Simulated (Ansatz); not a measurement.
# Transmission past a defect: (4,1) C nanotube, B and B in place of neighbours C and C, part 3 of 5

What does the defect do to the conductance?

Ansatz 0.2.0; DFT PBE, plane waves, PAW; relaxation of a wire's period (the session's first sound run).

So far, channels at the energy nearest the Fermi level, one spin: step 3 (the wire at its relaxed period) 4.

## 4. Relaxing the junction

This step: DFT PBE, plane waves, PAW; relaxation of a junction in a wire, ends held (Ansatz 0.2.0).

System of this step: (4,1) C nanotube, B and B in place of neighbours C and C. The cell holds 112 atoms: 110 C and 2 B. Its edges and angles: a = 10.388 Å, b = 10.378 Å, c = 26.003 Å, α = 90.0°, β = 90.0°, γ = 90.0°. Regions: held atoms, 56 atoms (56 C); free atoms, 56 atoms (54 C and 2 B). Vacuum lies along a and b. The structure's axis is c.

56 atoms at the defect are free to relax, while 56 stay where the perfect wire has them, so that the ends still repeat as a lead. The cutoff is set under the files' recommended one to save time.

File input.yaml:

```yaml
crystal:
  lattice:
    - [10.388, 0.0, 0.0]
    - [0.0, 10.378, 0.0]
    - [0.0, 0.0, 26.003329618]
  atoms:
    - { symbol: C, position: [0.40933954, 0.657144128, 0.99969026] }
    - { symbol: C, position: [0.681276657, 0.499981485, 0.000308108] }
    - { symbol: C, position: [0.326738777, 0.446494002, 0.017548294] }
    - { symbol: C, position: [0.540329085, 0.67690504, 0.018165744] }
    - { symbol: C, position: [0.336642385, 0.578721075, 0.036023806] }
    - { symbol: C, position: [0.513524561, 0.319014888, 0.035405977] }
    - { symbol: C, position: [0.386946275, 0.358100108, 0.053881921] }
    - { symbol: C, position: [0.679248835, 0.47292257, 0.053263245] }
    - { symbol: C, position: [0.566235136, 0.668904861, 0.071119234] }
    - { symbol: C, position: [0.6130245, 0.358102658, 0.071739259] }
    - { symbol: C, position: [0.350197, 0.602221698, 0.08897537] }
    - { symbol: C, position: [0.663323254, 0.578729179, 0.089595381] }
    - { symbol: C, position: [0.36707619, 0.376555455, 0.106832154] }
    - { symbol: C, position: [0.459634331, 0.676901674, 0.107451246] }
    - { symbol: C, position: [0.318688599, 0.499980677, 0.125308108] }
    - { symbol: C, position: [0.590625716, 0.342818034, 0.12469026] }
    - { symbol: C, position: [0.459636172, 0.323057122, 0.143165744] }
    - { symbol: C, position: [0.67322648, 0.553468159, 0.142548294] }
    - { symbol: C, position: [0.486440695, 0.680947274, 0.160405977] }
    - { symbol: C, position: [0.663322871, 0.421241087, 0.161023806] }
    - { symbol: C, position: [0.320716421, 0.527039592, 0.178263245] }
    - { symbol: C, position: [0.613018981, 0.641862054, 0.178881921] }
    - { symbol: C, position: [0.386940756, 0.641859504, 0.196739259] }
    - { symbol: C, position: [0.433730121, 0.331057301, 0.196119234] }
    - { symbol: C, position: [0.336642002, 0.421232983, 0.214595381] }
    - { symbol: C, position: [0.649768256, 0.397740464, 0.21397537] }
    - { symbol: C, position: [0.540330926, 0.323060488, 0.232451246] }
    - { symbol: C, position: [0.632889066, 0.623406707, 0.231832154] }
    - { symbol: C, position: [0.40933954, 0.657144128, 0.24969026] }
    - { symbol: C, position: [0.681276657, 0.499981485, 0.250308108] }
[... 76 atom lines left out ...]
    - { symbol: C, position: [0.386940756, 0.641859504, 0.946739259] }
    - { symbol: C, position: [0.433730121, 0.331057301, 0.946119234] }
    - { symbol: C, position: [0.336642002, 0.421232983, 0.964595381] }
    - { symbol: C, position: [0.649768256, 0.397740464, 0.96397537] }
    - { symbol: C, position: [0.540330926, 0.323060488, 0.982451246] }
    - { symbol: C, position: [0.632889066, 0.623406707, 0.981832154] }
magnetization:
  spin_polarized: true
kpoints:
  mp_grid: { grid: [1, 1, 1] }
scf:
  occupations: { method: fermi_dirac, width: 0.1 }
hamiltonian:
  xc: pbe
relax:
  constraints:
    - { sites: [0, 1, 2, 3, 4, 5, 6, 7, 8, 9, 10, 11, 12, 13, 14, 15, 16, 17, 18, 19, 20, 21, 22, 23, 24, 25, 26, 27, 84, 85, 86, 87, 88, 89, 90, 91, 92, 93, 94, 95, 96, 97, 98, 99, 100, 101, 102, 103, 104, 105, 106, 107, 108, 109, 110, 111] }
  f_tol: 0.06
  max_steps: 35
basis:
  ecutwfc: "350 eV"
```

On the command line:

```console
$ ansatz run input.yaml --threads 4 --pin off --max-ram 16384MiB --backend cpu --events-out ev --progress --plain --runs-dir out
```

Numbers of over 12 decimals in the logs are rounded to 6 here.

What it wrote:

```text
[...]
Crystal: 112 atoms, lattice volume = 2803.332 Å³
Basis set: ecut = 350 eV, 41663 PW (Γ), exchange–correlation on 128×128×320 points (8 copies of the dense FFT grid, shifted against one another)
Bands: 336, of which v1, the nominal top of the filled ones, is band 223 counted from 1 (222 counted from 0)
Symmetry: 1 space group operations
[...]
k-points: 1
[...]
Starting moments: Σ|m| = 0.2 μB on 1 of 112 sites
[...]
SCF iter   1: F=—  HF=-27903.661595 eV  |F-HF|=—  |Δ(HF+E_count)|=         —  Δρ=3.74e-2 (↑3.73e-2 ↓3.74e-2)  dr2=1.65e2  dr2_m=4.65e-3  M=0.031 μB ∫|m|=0.072 μB  β_m=0.30  ethr=3.10e-3  ⟨swp⟩=7.0  Hψ=3368  notcnv=0  defer=126
[...]
spin=Collinear: LDOS preconditioning applied to the charge; magnetization (m = ρ↑ − ρ↓) channel mixes plain (no charge-response kernel on spin).
SCF iter   2: F=—  HF=-27864.766917 eV  |F-HF|=—  |Δ(HF+E_count)|=    3.89e1  Δρ=2.33e-2 (↑2.32e-2 ↓2.33e-2)  dr2=6.03e1  dr2_m=2.39e-3  M=0.028 μB ∫|m|=0.061 μB  β_m=0.30  ethr=3.10e-3  ⟨swp⟩=3.0  Hψ=1298  notcnv=0  defer=170
[...]
SCF iter   7: F=—  HF=-27844.292443 eV  |F-HF|=—  |Δ(HF+E_count)|=   5.23e-4  Δρ=1.55e-4 (↑1.47e-4 ↓1.55e-4)  dr2=1.18e-3  dr2_m=1.39e-4  M=0.011 μB ∫|m|=0.023 μB  β_m=0.30  ethr=1.58e-6  ⟨swp⟩=2.0  Hψ=810  notcnv=0  defer=170
[...]
spin-set hold released at iteration 7 (site moments contracting): the magnetisation degrees of freedom join the quasi-Newton model from the next iteration; the mixer history was flushed
SCF iter   8: F=—  HF=-27844.292717 eV  |F-HF|=—  |Δ(HF+E_count)|=   2.74e-4  Δρ=1.10e-4 (↑1.02e-4 ↓1.10e-4)  dr2=4.30e-4  dr2_m=8.28e-5  M=0.009 μB ∫|m|=0.019 μB  β_m=0.54  ethr=2.65e-7  ⟨swp⟩=3.0  Hψ=992  notcnv=0  defer=170
[...]
SCF iter  11: F=-27844.293258 eV  HF=-27844.293258 eV  |F-HF|=1.51e-7  |Δ(HF+E_count)|=   4.18e-6  Δρ=2.49e-6 (↑2.27e-6 ↓2.49e-6)  dr2=9.65e-8  dr2_m=1.27e-7  M=0.001 μB ∫|m|=0.003 μB  ethr=4.92e-10  ⟨swp⟩=3.0  Hψ=1286  notcnv=0
WARN: the starting moments were not kept: the SCF closed with an absolute magnetisation of 2.7e-3 μB, where they sum to 0.2 μB in size (1 site). That is at most 0.1 of that sum. Measured as dr2_m measures the in/out step, that magnetisation stands 1.6e-7 eV from none, at or under the dr2_threshold of 9.0e-5 eV: it is no larger than a step whose dr2_m would equal this threshold. The system may hold no moment; this SCF [...]
SCF 1 converged in 11 iterations: F = -27844.293258 eV  dr2 = 9.65e-8
[...]
relax step   1: F+E_penalty+E_count = -27844.29325789 eV  Δ(F+E_penalty+E_count) = +0.000e0 eV  max|allowed force component| = 5.590e0 eV/Å  Δτ_max = 0.0000 Å  (11 SCF iters, dr2 threshold 9.00e-5 eV, accepted)
[...]
Starting moments: Σ|m| = 0.2 μB on 1 of 112 sites; this step starts from the density that it was given
[...]
SCF iter   1: F=—  HF=-27846.269656 eV  |F-HF|=—  |Δ(HF+E_count)|=         —  Δρ=4.81e-3 (↑4.76e-3 ↓4.81e-3)  dr2=3.34e0  dr2_m=1.92e-4  M=-0.001 μB ∫|m|=0.016 μB  β_m=0.30  ethr=7.84e-4  ⟨swp⟩=4.0  Hψ=2604  notcnv=0  defer=162
[...]
spin=Collinear: Resta preconditioning applied to the charge; magnetization (m = ρ↑ − ρ↓) channel mixes plain (no charge-response kernel on spin).
SCF iter   2: F=—  HF=-27846.125530 eV  |F-HF|=—  |Δ(HF+E_count)|=   1.44e-1  Δρ=3.21e-3 (↑3.18e-3 ↓3.21e-3)  dr2=9.45e0  dr2_m=1.10e-4  M=-0.000 μB ∫|m|=0.013 μB  β_m=0.17  ethr=7.48e-4  ⟨swp⟩=3.0  Hψ=753  notcnv=0  defer=162  recentre
[...]
SCF iter  11: F=-27845.585070 eV  HF=-27845.585074 eV  |F-HF|=3.46e-6  |Δ(HF+E_count)|=   9.67e-6  Δρ=1.35e-5 (↑1.27e-5 ↓1.35e-5)  dr2=1.88e-5  dr2_m=2.60e-7  M=-0.000 μB ∫|m|=0.002 μB  ethr=1.46e-8  ⟨swp⟩=2.0  Hψ=1594  notcnv=0
the starting moments were not kept: the SCF closed with an absolute magnetisation of 1.7e-3 μB, where they sum to 0.2 μB in size (1 site). That is at most 0.1 of that sum. Measured as dr2_m measures the in/out step, that magnetisation stands 1.4e-7 eV from none, at or under the dr2_threshold of 1.0e-4 eV: it is no larger than a step whose dr2_m would equal this threshold.
SCF 2 converged in 11 iterations: F = -27845.585070 eV  dr2 = 1.88e-5
[...]
relax step   2: F+E_penalty+E_count = -27845.58507013 eV  Δ(F+E_penalty+E_count) = -1.292e0 eV  max|allowed force component| = 1.863e0 eV/Å  Δτ_max = 0.1805 Å  (11 SCF iters, dr2 threshold 1.00e-4 eV, accepted)
[...]
SCF iter   7: F=-27845.867266 eV  HF=-27845.867263 eV  |F-HF|=3.05e-6  |Δ(HF+E_count)|=   3.62e-5  Δρ=6.28e-6 (↑5.80e-6 ↓6.28e-6)  dr2=2.71e-6  dr2_m=8.58e-8  M=-0.000 μB ∫|m|=0.001 μB  ethr=7.94e-9  ⟨swp⟩=3.0  Hψ=1542  notcnv=0
[...]
SCF 3 converged in 7 iterations: F = -27845.867266 eV  dr2 = 2.71e-6
[...]
relax step   3: F+E_penalty+E_count = -27845.86726639 eV  Δ(F+E_penalty+E_count) = -2.822e-1 eV  max|allowed force component| = 3.939e-1 eV/Å  Δτ_max = 0.1205 Å  (7 SCF iters, dr2 threshold 1.00e-4 eV, accepted)
[...]
relax step   4: F+E_penalty+E_count = -27845.78943587 eV  Δ(F+E_penalty+E_count) = +7.783e-2 eV  max|allowed force component| = 1.430e0 eV/Å  Δτ_max = 0.0844 Å  (6 SCF iters, dr2 threshold 9.70e-6 eV, rejected (line search))
[...]
relax step   5: F+E_penalty+E_count = -27845.89603620 eV  Δ(F+E_penalty+E_count) = -2.877e-2 eV  max|allowed force component| = 8.607e-2 eV/Å  Δτ_max = 0.0351 Å  (8 SCF iters, accepted)
SCF iter   1: F=—  HF=-27845.895974 eV  |F-HF|=—  |Δ(HF+E_count)|=         —  Δρ=1.86e-4 (↑1.86e-4 ↓1.86e-4)  dr2=3.22e-3  dr2_m=2.53e-8  M=-0.000 μB ∫|m|=0.000 μB  β_m=0.30  ethr=7.36e-6  ⟨swp⟩=4.0  Hψ=1351  notcnv=0  defer=162
[...]
SCF iter   5: F=-27845.896650 eV  HF=-27845.896650 eV  |F-HF|=2.85e-8  |Δ(HF+E_count)|=   1.91e-6  Δρ=9.51e-7 (↑9.47e-7 ↓9.51e-7)  dr2=8.89e-8  dr2_m=4.44e-11  M=-0.000 μB ∫|m|=0.000 μB  ethr=2.24e-11  ⟨swp⟩=3.0  Hψ=2090  notcnv=0
[...]
SCF 6 converged in 5 iterations: F = -27845.896650 eV  dr2 = 8.89e-8
relax step   6: F+E_penalty+E_count = -27845.89664969 eV  Δ(F+E_penalty+E_count) = -6.135e-4 eV  max|allowed force component| = 4.930e-2 eV/Å  Δτ_max = 0.0051 Å  (5 SCF iters, accepted)
SCF converged after 5 iterations
Magnetization: -0.0000 μB (223.0000 up, 223.0000 down)
Absolute magnetization: 0.0000 μB (∫|ρ↑−ρ↓|, with the PAW one-centre terms)
[...]
Per-site moments (μB) at R_I (Å): [(-4.0006947117624886e-8, 0.579729), (7.007284416212453e-8, 0.579773), (-2.1217638493604989e-7, 0.579751), (1.7267539306375713e-8, 0.579757), (1.1010633121062155e-7, 0.579736), (-1.1882030609378898e-8, 0.579769), (8.413249462706334e-8, 0.579719), (-8.714373560556218e-8, 0.579773), (-3.392767426689971e-8, 0.579757), (2.524083140132461e-8, 0.579729), (-1.7763610484072676e-7, 0.579736), [...]
Free energy (F): -27845.896650 eV
[...]
Internal energy: -27845.353907 eV  (E = F + TS)
E sigma→0 (E₀):  -27845.625278 eV
Entropy (-TS):   -0.542742 eV (-4.846 meV/atom)
Fermi energy:    -0.869471 eV
[...]
--- Forces (eV/Å), atoms counted from 1 ---
  atom   1  C      0.10153399     0.01721517     0.04616112
  atom   2  C      0.06431331     0.07101722     0.10552205
  atom   3  C     -0.01727245     0.01029155     0.02989121
  atom   4  C     -0.09129942    -0.02522722    -0.24087984
  atom   5  C     -0.06770331     0.02790656     0.07314657
  atom   6  C     -0.12015777     0.10409160     0.20234456
  atom   7  C      0.11077066    -0.03734468    -0.13990482
  atom   8  C      0.07257603    -0.00247817    -0.09245676
  atom   9  C      0.02232519    -0.12795513     0.22044735
  atom  10  C      0.04857926    -0.07400111     0.01000839
  atom  11  C      0.03591263     0.10402865    -0.12910969
  atom  12  C     -0.07044848     0.08444055    -0.12684387
  atom  13  C      0.03612626     0.03513416     0.21616253
  atom  14  C      0.00761808    -0.01054636    -0.11290465
  atom  15  C     -0.01118202    -0.12127710     0.18649183
  atom  16  C     -0.06725844    -0.03172112    -0.04842956
  atom  17  C     -0.02801431    -0.01363301    -0.26453829
  atom  18  C     -0.04066042     0.04793474     0.08002675
  atom  19  C      0.24696643    -0.13662818    -0.02578023
  atom  20  C      0.14105940     0.05198331     0.17338191
  atom  21  C     -0.20364238    -0.21502502    -0.22461927
  atom  22  C     -0.02193521    -0.15073511    -0.57076745
  atom  23  C     -0.18482605     0.23096545    -0.58168565
  atom  24  C     -0.23179350     0.25016320     0.22692620
  atom  25  C      0.37202348     0.05105519    -0.24259335
  atom  26  C      0.11690831     0.11252288     0.25668541
  atom  27  C     -0.02378801    -0.01140177     0.43181190
  atom  28  C     -0.20255676     0.08332532    -0.63029278
  atom  29  C     -0.00243136     0.00146188    -0.00381802
  atom  30  C      0.00015641    -0.00274905     0.00102777
  atom  31  C      0.00017014    -0.01037482    -0.00971166
  atom  32  C      0.00336440     0.00640239    -0.00516814
  atom  33  C     -0.00954922    -0.00677138    -0.01679475
  atom  34  C     -0.00454493    -0.00064571    -0.01430262
  atom  35  C     -0.00307136    -0.00012552    -0.00523222
  atom  36  C      0.00198337     0.00386398    -0.00726654
  atom  37  C     -0.00590543     0.01443517    -0.00081165
  atom  38  C      0.00157306    -0.00532567    -0.01339798
  atom  39  C      0.00198942     0.00582168     0.02147332
  atom  40  C      0.00577704    -0.00102186     0.00905363
[...]
atom 101  C      0.06364069     0.03279143    -0.16769803
  atom 102  C      0.08175353     0.01312277    -0.10883265
  atom 103  C      0.12381096    -0.09851156     0.28340073
  atom 104  C      0.02753891    -0.00530691    -0.05702944
  atom 105  C     -0.04027713     0.04757332    -0.06579101
  atom 106  C     -0.14553410     0.04300257    -0.10948857
  atom 107  C     -0.03595867     0.01990994    -0.04795032
  atom 108  C     -0.01155599     0.03978397     0.18311049
  atom 109  C      0.02988967    -0.07011707    -0.02052406
  atom 110  C     -0.07308696    -0.06671090    -0.00460640
  atom 111  C      0.02050716     0.02774585    -0.22268803
  atom 112  C      0.00237405    -0.02556244     0.14243548
  max |Σ_I F_I| component: 9.80e-5 eV/Å
--- Relaxed structure (6 steps of the walk, 5 accepted, 0 SCFs on fresh bases) ---
  F+E_penalty+E_count = -27845.89664969 eV   max|allowed force component| = 4.930e-2 eV/Å
  atoms:
    - { symbol: C, position: [0.40933954, 0.657144128, 0.99969026] }
    - { symbol: C, position: [0.681276657, 0.499981485, 0.000308108] }
    - { symbol: C, position: [0.326738777, 0.446494002, 0.017548294] }
    - { symbol: C, position: [0.540329085, 0.67690504, 0.018165744] }
    - { symbol: C, position: [0.336642385, 0.578721075, 0.036024] }
    - { symbol: C, position: [0.513524561, 0.319014888, 0.035405977] }
    - { symbol: C, position: [0.386946275, 0.358100108, 0.053881921] }
    - { symbol: C, position: [0.679249, 0.47292257, 0.053263245] }
    - { symbol: C, position: [0.566235136, 0.668904861, 0.071119234] }
    - { symbol: C, position: [0.6130245, 0.358102658, 0.071739259] }
    - { symbol: C, position: [0.350197, 0.602221698, 0.08897537] }
    - { symbol: C, position: [0.663323254, 0.578729179, 0.089595] }
    - { symbol: C, position: [0.36707619, 0.376555455, 0.106832] }
    - { symbol: C, position: [0.459634331, 0.676901674, 0.107451] }
    - { symbol: C, position: [0.318688599, 0.499981, 0.125308108] }
    - { symbol: C, position: [0.590625716, 0.342818034, 0.124690] }
    - { symbol: C, position: [0.459636172, 0.323057122, 0.143165744] }
    - { symbol: C, position: [0.67322648, 0.553468159, 0.142548] }
    - { symbol: C, position: [0.486441, 0.680947274, 0.160405977] }
    - { symbol: C, position: [0.663322871, 0.421241, 0.161023806] }
    - { symbol: C, position: [0.320716421, 0.527039592, 0.178263] }
    - { symbol: C, position: [0.613018981, 0.641862054, 0.178881921] }
    - { symbol: C, position: [0.386940756, 0.641859504, 0.196739259] }
    - { symbol: C, position: [0.433730121, 0.331057301, 0.196119] }
    - { symbol: C, position: [0.336642, 0.421232983, 0.214595381] }
    - { symbol: C, position: [0.649768256, 0.397740, 0.21397537] }
    - { symbol: C, position: [0.540330926, 0.323060488, 0.232451] }
    - { symbol: C, position: [0.632889066, 0.623406707, 0.231832154] }
    - { symbol: C, position: [0.407745, 0.660463, 0.248616] }
    - { symbol: C, position: [0.679333, 0.500958, 0.250851] }
    - { symbol: C, position: [0.328021, 0.449480, 0.267654] }
    - { symbol: C, position: [0.540418, 0.679935, 0.265979] }
    - { symbol: C, position: [0.333739, 0.581624, 0.285135] }
    - { symbol: C, position: [0.513270, 0.320065, 0.285685] }
    - { symbol: C, position: [0.388169, 0.364021, 0.304365] }
    - { symbol: C, position: [0.674985, 0.476879, 0.304224] }
    - { symbol: C, position: [0.566843, 0.678883, 0.318369] }
    - { symbol: C, position: [0.612519, 0.359975, 0.322417] }
    - { symbol: C, position: [0.340303, 0.613550, 0.337155] }
    - { symbol: C, position: [0.653861, 0.584838, 0.339172] }
[...]
- { symbol: B, position: [0.452243, 0.702330, 0.354186] }
[...]
- { symbol: B, position: [0.489062, 0.708438, 0.415034] }
[...]
- { symbol: C, position: [0.459636172, 0.323057122, 0.893166] }
    - { symbol: C, position: [0.67322648, 0.553468159, 0.892548294] }
    - { symbol: C, position: [0.486441, 0.680947274, 0.910406] }
    - { symbol: C, position: [0.663322871, 0.421241, 0.911024] }
    - { symbol: C, position: [0.320716421, 0.527039592, 0.928263] }
    - { symbol: C, position: [0.613018981, 0.641862054, 0.928882] }
    - { symbol: C, position: [0.386940756, 0.641859504, 0.946739] }
    - { symbol: C, position: [0.433730121, 0.331057301, 0.946119] }
    - { symbol: C, position: [0.336642, 0.421232983, 0.964595] }
    - { symbol: C, position: [0.649768256, 0.397740, 0.96397537] }
    - { symbol: C, position: [0.540330926, 0.323060488, 0.982451246] }
    - { symbol: C, position: [0.632889066, 0.623406707, 0.981832] }
```

Wall time 3 min (4 threads of Arm Neoverse V1, shared host); peak memory 3.7 GiB; 12 min of CPU time.

Relaxation path:

```csv
step,energy less that of the first step (eV),largest force component (eV/Å)
1,0.0000,5.5896
2,-1.2918,1.8633
3,-1.5740,0.3939
4,-1.4962,1.4298
5,-1.6028,0.0861
6,-1.6034,0.0493
```

Relaxation step 4 was tried and not accepted.

The atoms that moved most (Å):

```csv
atom,dx,dy,dz,length
B47,0.027,0.285,0.120,0.311
B42,-0.077,0.264,-0.085,0.288
C50,0.095,0.145,0.076,0.189
C51,-0.001,0.115,0.116,0.163
C39,-0.103,0.118,-0.047,0.163
C49,0.099,0.116,0.043,0.159
C43,0.088,0.130,-0.004,0.157
C46,-0.100,0.086,0.035,0.136
```

This step gave:

| Property | Result |
| --- | --- |
| energy at zero smearing | -27845.6253 eV |

The largest force component on a free atom ends at 0.049 eV/Å, under the limit of 0.06. The first B ends nearest to C at 1.53 Å, C at 1.55 Å and B at 1.63 Å.

(Part 3 of 5 ends here.)

[Logs are printed without paths, hosts, clocks, repeated set-up lines and the standing remarks that a program may print on its own settings, such as how far it seeks lower states.]

[Hosts, paths, dates, database ids (printed as entryN), source tags and the programs' standing remarks are cut or masked in the printed files.]
